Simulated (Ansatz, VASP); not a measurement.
**One calculation of Ag, two programs**

```xyz
4
Lattice="2.9343 0.0000 0.0000 -1.4671 2.5412 0.0000 0.0000 0.0000 9.5826" Properties=species:S:1:pos:R:3 pbc="T T T"
Ag    0.0000    0.0000    0.0000
Ag    0.0000    0.0000    4.7913
Ag    0.0000    1.6941    2.3957
Ag    1.4671    0.8471    7.1870
```

Alike in both runs: functional PBE; k mesh 18 × 18 × 6; occupations gaussian, width 0.1 eV; no spin polarisation.

Ansatz relaxed the structure, and its values are those at the end. VASP's run is a single point on that final structure, the one shown.

|  | VASP | Ansatz |
| --- | --- | --- |
| version | VASP 6.6.1 | Ansatz 0.2.0 |
| potentials or method | VASP PAW PBE potentials, release 64 (Ag) | scalar-relativistic, plane waves, PAW |
| plane-wave cutoff (eV) | 520 | 420 |
| valence electrons in the cell | 44 | 76 |

|  | VASP | Ansatz | Ansatz less VASP |
| --- | --- | --- | --- |
| gap on the k mesh at the Fermi level (eV) | none | none | - |
| pressure (GPa) | -0.1 | 0.0 | +0.08 |

A gap of «none» marks a metal or a gap that the smearing closes. The two sets of potentials don't hold the same shells in valence.
